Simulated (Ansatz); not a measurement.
The system is Rh.

```xyz
1
Lattice="0.0000 1.8979 1.8979 1.8979 0.0000 1.8979 1.8979 1.8979 0.0000" Properties=species:S:1:pos:R:3 pbc="T T T"
Rh    0.0000    0.0000    0.0000
```

Program: Ansatz 0.2.0. Alike in all runs: potentials or basis Ansatz PAW; cell as given.

Problem. Order these runs on this cell by their pressure, lowest first.
A. level RPBE; spin off; k mesh 12 × 12 × 12; cutoff (eV) 420; smearing fermi-dirac 0.05 eV; points for each segment of the path 14; mesh quality not flagged
B. level PBE; spin off; k mesh 12 × 12 × 12; cutoff (eV) 420; smearing gaussian 0.012 eV; mesh quality not flagged
C. level PBEsol; spin SOC, no magnetisation; k mesh 9 × 9 × 9; cutoff (eV) 420; smearing fermi-dirac 0.05 eV; points for each segment of the path 14; mesh quality not flagged
D. level r2SCANh; spin off; k mesh 6 × 6 × 6; cutoff (eV) 500; smearing fermi-dirac 0.05 eV; mesh quality coarse
E. level LDA; spin SOC, no magnetisation; k mesh 9 × 9 × 9; cutoff (eV) 420; smearing fermi-dirac 0.05 eV; points for each segment of the path 14; mesh quality not flagged

Solution. E (-9.4 GPa), C (-3.3 GPa), D (-1.4 GPa), B (7.2 GPa), A (12.0 GPa).

Caveats: some runs use coarse meshes; the PAW data sets come from PBE, with cores solved anew for the run's functional, which leaves a small shift of forces and pressure (some runs); the thresholds are loose for stress (some runs).
